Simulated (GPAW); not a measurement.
## Al: equation of state with PBE

**Experimental background.**

From “The interpretation of polycrystalline coherent inelastic neutron scattering from aluminium”, 2013, pmc:3831299, for a bulk crystal of Al: bulk modulus 76.9 GPa.

Al:

```
Al
1.0
     0.00000    2.02481    2.02481
     2.02481    0.00000    2.02481
     2.02481    2.02481    0.00000
Al
1
Direct
  0.00000 0.00000 0.00000
```

```
Program             : GPAW 26.7.0
Task                : equation of state
Functional          : PBE
Potentials or basis : JTH PAW 2.0, PBE
Cutoff              : 600 eV
Basis               : pw
k mesh              : 11 × 11 × 11
Occupations         : fermi-dirac, width 0.05 eV
Spin                : no spin polarisation
```

```yaml
Equilibrium_volume: 16.47 Å³/atom
Bulk_modulus: 79 GPa
Pressure_derivative_of_the_bulk_modulus: 4.4
```

Energy against volume, from the lowest point:
| volume (Å³/atom) | energy (meV/atom) |
| --- | --- |
| 15.607 | 12.08 |
| 15.939 | 4.24 |
| 16.271 | 0.33 |
| 16.603 | 0.00 |
| 16.935 | 2.82 |
| 17.267 | 8.54 |
| 17.599 | 16.78 |

Run time: 32 s on 1 thread of Intel(R) Xeon(R) Platinum 8488C (Sapphire Rapids) (shared host), peak memory 0.16 GiB.

Against the measured bulk modulus of Al, 76.9 GPa (quoted in “The interpretation of polycrystalline coherent inelastic neutron scattering from aluminium”, 2013, pmc:3831299), the calculated 79 GPa is off by +3.3 %. The fit is for a static lattice scaled at fixed shape and fixed fractional positions. The cell as given is a measured one (16.60 Å³/atom); PBE puts the equilibrium volume -0.8 % from it, thermal expansion not counted.

Caveat: the program truncates these outside data sets.
